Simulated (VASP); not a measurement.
Runs of VASP 6.6.1 on SiC. Symmetry: F-43m, No. 216, cubic system. The conventional cell has a = 4.354 Å, b = 4.354 Å, c = 4.354 Å, α = 90.00°, β = 90.00°, γ = 90.00°. Around Si (site symmetry -43m) lie 4 C at 1.89 Å. C (site symmetry -43m) has 4 Si at 1.89 Å as nearest neighbours. The cell is a database's computed one.

```csv
level,potentials or basis,k mesh,cutoff (eV),mesh quality,gap on the mesh (eV),pressure (GPa),relaxed volume (Å³/atom)
LDA,"VASP PAW LDA potentials, release 64 (Si, C)",10 × 10 × 10,600,not flagged,(b),0.0,(d)
PBE+D3(BJ),"VASP PAW PBE potentials, release 64 (Si, C)",10 × 10 × 10,600,not flagged,1.35,0.0,10.27
RPBE,"VASP PAW PBE potentials, release 64 (Si, C)",10 × 10 × 10,600,not flagged,1.39,0.0,(a)
PBEsol,"VASP PAW PBE potentials, release 64 (Si, C)",10 × 10 × 10,580,not flagged,1.23,0.0,10.35
PBEsol,"VASP PAW PBE potentials, release 64 (Si, C)",4 × 4 × 4,600,coarse,1.18,0.0,(c)
PBEsol,"VASP PAW PBE potentials, release 64 (Si, C)",10 × 10 × 10,600,not flagged,1.23,0.0,10.35
PBE,"VASP PAW PBE potentials, release 64 (Si, C)",10 × 10 × 10,600,not flagged,1.37,0.0,10.49
PBEsol,"VASP PAW PBE potentials, release 64 (Si, C_s)",10 × 10 × 10,480,not flagged,1.24,0.0,10.35
```

Alike in all rows: task relaxation of cell and atoms; no spin polarisation; cell relaxed; smearing gaussian 0.02 eV.

Problem. Fill in the values left out.

Solution. (a) 10.63; (b) 1.29; (c) 10.37; (d) 10.15.

Caveats: some runs use coarse meshes; the PAW data sets were made with another functional, which shifts forces and pressure a little (some runs).

A k mesh can miss the band edges.

Not every run made on this cell is shown here.
